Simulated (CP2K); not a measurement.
MgB2: single point with RPBE+D3

MgB2:

```
CELL_PARAMETERS angstrom
3.08500 0.00000 0.00000
-1.54250 2.67169 0.00000
0.00000 0.00000 3.52300
ATOMIC_POSITIONS crystal
Mg 0.00000 0.00000 0.00000
B 0.66667 0.33333 0.50000
B 0.33333 0.66667 0.50000
```

- Program: CP2K 2026.2
- Task: single point
- Functional: RPBE
- Dispersion: D3
- Potentials or basis: POTENTIAL_UZH Mg GTH-PBE-q10, B GTH-PBE-q3; TZVP-MOLOPT-PBE-GTH basis
- Density cutoff: 19048 eV
- k mesh: 10 × 10 × 8
- Occupations: fermi-dirac, width 0.05 eV
- Spin: no spin polarisation
- SCF solver: diagonalisation with k points
- Quickstep method: GPW
- EPS_DEFAULT: 1.0E-9
- EPS_SCF: 1.0E-6
- MAX_SCF: 100
- SCF_GUESS: ATOMIC
- k points reduced by the point group: yes
- Mesh centred on Gamma: yes
- CHOLESKY: OFF
- EPS_EIGVAL: 1.0E-7
- MIXING METHOD: BROYDEN_MIXING
- MIXING ALPHA: 0.4
- NBUFFER: 8
- NGRIDS: 4
- Basis sets: Mg TZVP-MOLOPT-PBE-GTH-q10, B TZVP-MOLOPT-PBE-GTH-q3
- Potentials: Mg GTH-PBE-q10 of POTENTIAL_UZH, B GTH-PBE-q3 of POTENTIAL_UZH
- D3 from the s-dftd3 library (D3_REFERENCE_CODE): yes
- ADDED_MOS: [12]
- REL_CUTOFF (Ry): 60 Ry
- MIXING BETA (1/bohr): 1.5 1/bohr
- CUTOFF of the grids: 1400 Ry
- Cutoff radius of the dispersion sum (A): 20

The pressure is -2.6 GPa and the band gap on the k mesh is none (metal or under the smearing width). The mulliken charges are Mg +0.63; B -0.32 e and the hirshfeld charges are Mg +0.32; B -0.16 e.

Stress tensor (GPa, compression positive):
```
-3.12 -0.01  0.00
-0.01 -3.13  0.00
 0.00  0.00 -1.56
```

Levels at points of the mesh, in eV from the Fermi level:
```csv
k point,band 4,band 5,band 6,band 7,band 8,band 9,band 10,band 11,band 12,band 13
"(0.00, 0.00, 0.00)",-42.20,-12.46,-3.00,0.29,0.29,2.29,6.26,6.26,8.87,9.85
"(0.00, 0.00, 0.50)",-42.21,-11.17,-7.47,0.64,0.64,6.69,6.69,7.88,9.99,10.69
"(0.00, 0.50, 0.00)",-42.20,-8.59,-7.82,-2.25,0.21,3.03,4.46,5.49,7.34,12.91
"(0.00, 0.50, 0.50)",-42.20,-7.59,-6.96,-3.64,-1.94,-1.22,5.99,9.28,9.37,13.12
```

It took 61 s on 1 thread of Intel(R) Xeon(R) 6975P-C (Granite Rapids), with other jobs on the host, peak memory 0.52 GiB.

Caveat: Mulliken charges move with the basis; the potentials were made for another functional, which shifts forces and pressure; the basis of atomic orbitals isn't converged, which shifts pressures, moduli and gaps; pairwise dispersion overbinds metals, which lowers pressure and volume.
